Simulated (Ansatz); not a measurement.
# ZnS (F-43m) in Ansatz: further runs, part 2 of 2

Ansatz 0.2.0.

## Step 3: Relaxation of cell and atoms, PBEsol0

input.yaml

```yaml
crystal:
  lattice:
    - [0.0, 2.702, 2.702]
    - [2.702, 0.0, 2.702]
    - [2.702, 2.702, 0.0]
  atoms:
    - { symbol: Zn, position: [0.75, 0.75, 0.75] }
    - { symbol: S, position: [0.0, 0.0, 0.0] }
hamiltonian:
  xc: { exchange: pbesol, correlation: pbesol, exx: { coeff: 0.25 } }
  pseudopotentials: { kind: paw }
kpoints:
  mp_grid: { grid: [5, 5, 5] }
scf:
  occupations: { method: fermi_dirac, width: 0.05 }
output:
  forces: true
  stress: true
  write_density: true
  write_potential: true
  elf: true
  volumetric_format: npy
relax:
  f_tol: 0.01
  max_steps: 40
  cell: { stress_tol: 0.05 }
```

Potentials or basis: Ansatz PAW.

The run is started by

```
$ ansatz run input.yaml --threads 2 --pin off --max-ram 5632MiB --backend cpu --events-out ev --progress --plain --runs-dir out
```

The program printed:

```text
Warning: RAYON_NUM_THREADS=2 ignored (pool sized by the plan → 2); use --threads N
Engine: ansatz 0.2.0, x86_64-unknown-linux-gnu
Pseudopotentials: kind: paw
Pseudopotential: Zn, paw, valence charge 12, recommended cutoff 420 eV (normal), Zn.paw.azcp
Pseudopotential: S, paw, valence charge 6, recommended cutoff 420 eV (normal), S.paw.azcp
Functional definition: unnamed
  parameter a_1 = 0.25
  exchange = (1 - a_1)*pbe_x(mu = 0.12345679012345678) + a_1*exact_x
  correlation = pbe_c(beta = 0.046)
Crystal: 2 atoms, lattice volume = 39.454 Å³
Basis set: ecut = 420 eV, 749 PW (Γ), exchange–correlation on 54×54×54 points (8 copies of the dense FFT grid, shifted against one another)
Bands: 13, of which v1, the nominal top of the filled ones, is band 9 counted from 1 (8 counted from 0)
Symmetry: 24 space group operations
Space group: F-43m (ITA 216), of the structure as read, at distance tolerance 3.4e-5 Å
k-points: 10 of 125 (time reversal used)
Non-local potential: Zn, projectors of the file, l = 0: 2, l = 1: 2, l = 2: 3, l = 3: 1
Non-local potential: S, projectors of the file, l = 0: 2, l = 1: 2, l = 2: 2
PAW form: soft (Blöchl's): semilocal exchange-correlation on the pseudo side does not see the compensation charge
PAW frozen core: Zn, regenerated for the run's functional, and the local potential with it (the file was generated under x = pbe(κ = 0.804, μ = 0.2195149727645171), c = pbe(β = 0.06672455060314922))
PAW frozen core: S, regenerated for the run's functional, and the local potential with it (the file was generated under x = pbe(κ = 0.804, μ = 0.2195149727645171), c = pbe(β = 0.06672455060314922))
PAW one-centre angular grid: Zn, 590 points (default); XC on 64 Gauss nodes
PAW one-centre angular grid: S, 110 points (default); XC on 64 Gauss nodes
Initial density: superposition of atomic densities (neutral atoms: chi_scale 0, normalization atom), corrected by the library's trained network
Initial wavefunctions: pseudopotential atomic-orbital guess
Functional: x = pbesol(κ = 0.804, μ = 0.12345679012345678), c = pbesol(β = 0.046), warm-up for x = 0.75 pbesol(κ = 0.804, μ = 0.12345679012345678) + 0.25 exact, c = pbesol(β = 0.046)
SCF iter   1: F=—  HF=-4167.424795 eV  |F-HF|=—  |Δ(HF+E_count)|=         —  Δρ=5.19e-3  dr2=1.47e-2  ethr=1.77e-3  ⟨swp⟩=9.0  Hψ=665  notcnv=0
preconditioner: auto → none  [insulator: Δε(μ)=1.919 eV  Ē_g=12.141 eV  σ=0.050 eV  W_gap=1.00  n_scr=14 (ndim 8)  ℏωp=25.1 eV  f_vac=0.026  D(μ)=0.00/eV (n_scr^D=0)]
iter 2 solved again at ethr=1.37e-6 eV; its pass at ethr=8.18e-5 eV (dr2=2.46e-4 eV) is discarded
SCF iter   2: F=-4167.420282 eV  HF=-4167.420292 eV  |F-HF|=9.31e-6  |Δ(HF+E_count)|=   4.50e-3  Δρ=9.09e-4  dr2=2.22e-4  ethr=1.37e-6  ⟨swp⟩=3.4  Hψ=625  notcnv=0  defer=1
eigensolver tolerance schedule: the retry pair's looser diagonalisation over-reported the residual by 0.11 of it (diagonalisation noise at 0.11 of the residual, at the tolerance the schedule requests for it); recorded, not acted on — ethr = c·dr2/N_el stays at c = 1.0e-1
SCF 1 stopped early in 2 iterations: F = -4167.420282 eV  dr2 = 2.22e-4
Initial density: handed on by an earlier stage of this run
Initial wavefunctions: those handed on with the density
[... 119 lines left out ...]
hybrid SCF converged: 2 outer / 12 inner (+0 warm-up), last move |dexx| = 7.52e-10 eV, tail = 2.74e-11 eV
Stability not checked: this state was not tested for a lower state beside it, because the functional holds exact exchange (a hybrid, or Hartree-Fock), whose exchange loop this test does not read (fock_operator; see scf.lower_state_search)
Free energy (F): -4184.243962 eV
Frozen-core exchange: fock
Harris-Foulkes:  -4184.243962 eV  (|F-HF|=1.82e-12)
Internal energy: -4184.243962 eV  (E = F + TS)
E sigma→0 (E₀):  -4184.243962 eV
Fermi energy:    6.927721 eV
--- Per-component energies (eV) ---
  E_band       = -32.682036
  E_kinetic    = 238.323330
  E_local      = -2037.412965  (includes V_loc(G=0)·N_el)
  E_nonlocal   = 648.986172
  E_hartree    = 855.592053
  E_xc         = -178.528411
  E_vxc        = -108.340293  (∫ρ·V_xc dr)
  E_exx        = -60.651636  (= α·E_x^exact, valence–valence)
  E_paw        = -2388.614948  (= ΣΔE_a)
  E_vpaw       = -364.118777  (= ΣTr[D̂ρ^β])
  E_aug_tail   = -0.000368  (compensation charges beyond the density's cutoff)
  E_ewald      = -1263.069717
  E_core_change = 1.132528  (= ΣΔE_core)
  E_smearing   = -0.000000  (= −TS)
  E_closure    = 0.000001  (closes the sum)
  Σ components = -4184.243962   (vs F -4184.243962, Δ=-9.09e-13)
--- Forces (eV/Å), atoms counted from 1 ---
  atom   1  Zn     0.00000000     0.00000000    -0.00000000
  atom   2  S      0.00000000     0.00000000     0.00000000
  max |Σ_I F_I| component: 3.70e-17 eV/Å
--- Stress (GPa, compression-positive) ---
        0.027969      -0.000000      -0.000000
       -0.000000       0.027969       0.000000
       -0.000000       0.000000       0.027969
  P = ⅓ Tr σ = 0.0280 GPa (0.280 kbar)
--- Band table (eV; the first three rows and the last of 10) ---
  k-point 0: bands = ["-9.6606", "-3.1806", "-3.1806", "-3.1806", "-2.7158", "-2.7158", "4.9036", "4.9036", "4.9036", "8.8967", "13.2233"]
  k-point 1: bands = ["-9.3375", "-3.1340", "-3.1340", "-3.1211", "-2.7177", "-2.7177", "2.5106", "4.5312", "4.5312", "10.2155", "13.3860"]
  k-point 2: bands = ["-8.7278", "-3.0759", "-3.0759", "-2.7066", "-2.6975", "-2.6975", "-0.3691", "4.0160", "4.0160", "10.1658", "13.7940"]
  k-point 9: bands = ["-8.3545", "-3.0177", "-2.9656", "-2.8023", "-2.7005", "-2.3822", "-0.0356", "1.7079", "2.6060", "12.0962", "12.7842"]
  guard bands above this table: 2 of the run's 13 bands. The solve was not asked for them (output.publish_guard_bands: true or output.eigenvalues: true publishes all)
--- Relaxed structure (3 steps of the walk, 3 accepted, 1 SCFs on fresh bases) ---
  F+E_penalty+E_count = -4184.24396171 eV   max|allowed force component| = 3.238e-17 eV/Å   (the final SCF, on the basis selected at the relaxed cell)
  cell:  # Å, volume = 38.5524 Å³
    - [-5.732293537007542e-35, 2.681269929653747, 2.681269929653747]
    - [2.681269929653747, 1.36938123384069e-33, 2.681269929653747]
    - [2.681269929653747, 2.681269929653747, 1.2228892878949419e-33]
  atoms:
    - { symbol: Zn, position: [0.7500000000000002, 0.7500000000000002, 0.7500000000000002] }
    - { symbol: S, position: [6.088324059329261e-35, -9.652221069668336e-35, -3.786640573485268e-34] }
```

rho_z.tsv:

```text
# z_ang	rho[e/angstrom^3]
# format = ansatz-planar-average/11
# lattice	-0.000000000	2.681269930	2.681269930
# lattice	2.681269930	0.000000000	2.681269930
# lattice	2.681269930	2.681269930	0.000000000
# sites	2
# site	30	4.021904894	4.021904894	4.021904894
# site	16	-0.000000000	-0.000000000	-0.000000000
0.000000	3.993148e-1
0.140440	3.652836e-1
0.280881	3.401466e-1
0.421321	3.168551e-1
0.561761	2.890643e-1
0.702202	2.547061e-1
[... 19 lines left out ...]
3.511008	5.178378e-1
3.651448	4.470613e-1
```

It took 52 s on 2 threads of Intel Xeon at 2.70GHz, shared host; peak memory 0.81 GiB.

Results:

| Quantity | Value |
| --- | --- |
| Free energy | -4184.2440 eV |
| Relaxed volume | 19.28 Å³/atom |
| Relaxed cell | a = 3.792 Å, b = 3.792 Å, c = 3.792 Å, α = 60.00°, β = 60.00°, γ = 60.00° |
| Space group after relaxing (to 0.05 Å) | F-43m (No. 216) |
| Energy gained by relaxing | 2.5 meV/atom |
| Ionic steps | 4 |
| Pressure after relaxing | 0.0 GPa |
| Band gap on the k mesh | 3.99 eV, direct |

The path:
```tsv
step	energy change (eV)	largest force (eV/Å)	volume (Å³)
1	0.0000	0.0000	39.45
2	-0.0046	0.0000	38.91
3	-0.0056	0.0000	38.55
4	-0.0051	0.0000	38.55
```

Final structure:
```xyz
2
Lattice="0.0000 2.6813 2.6813 2.6813 0.0000 2.6813 2.6813 2.6813 0.0000" Properties=species:S:1:pos:R:3 pbc="T T T"
Zn    4.0219    4.0219    4.0219
S     0.0000    0.0000    0.0000
```

Caveat: odd divisions of the mesh miss points on the zone boundary, where band edges often lie, so the gap on the mesh can be too wide; the plane-wave basis is chosen anew once the cell has moved, so the energies of steps on either side of that aren't comparable; the PAW data sets come from PBE, with cores solved anew for the run's functional, which leaves a small shift of forces and pressure.
